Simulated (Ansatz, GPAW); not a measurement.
## Zr: 3 runs at one level of theory

```
Zr
1.0
     3.23200    0.00000    0.00000
    -1.61600    2.79899    0.00000
     0.00000    0.00000    5.14700
Zr
2
Direct
  0.66667 0.33333 0.75000
  0.33333 0.66667 0.25000
```

Alike in all runs: task band structure; functional revPBE; k mesh 9 × 9 × 5; occupations fermi-dirac, width 0.05 eV; no spin polarisation; no spin-orbit coupling. Pressure is positive in compression and, in plane waves, holds the error of the finite cutoff, which Ansatz's Pulay term estimates and takes out.

| program and potentials | plane-wave cutoff (eV) | notes | pressure (GPa) |
| --- | --- | --- | --- |
| Ansatz, Ansatz PAW | 420 | potentials made for PBE, which Ansatz adapts in part | 2.09 |
| GPAW, the program's PAW data sets (release 1.2.1) made for this functional | 600 | - | 1.81 |
| Ansatz, all-electron LAPW, scalar-relativistic | - | - | 2.11 |

The pressure spans 1.81 (GPAW, the program's PAW data sets (release 1.2.1) made for this functional) to 2.11 GPa (Ansatz, all-electron LAPW, scalar-relativistic), with all-electron results at 2.11. Some sets were made for another functional than the one run, which can shift their rows.

Differences between rows come from potentials, basis sets and numerical settings, since the functional is the same but for its coding. Runs on potential files found faulty are left out.
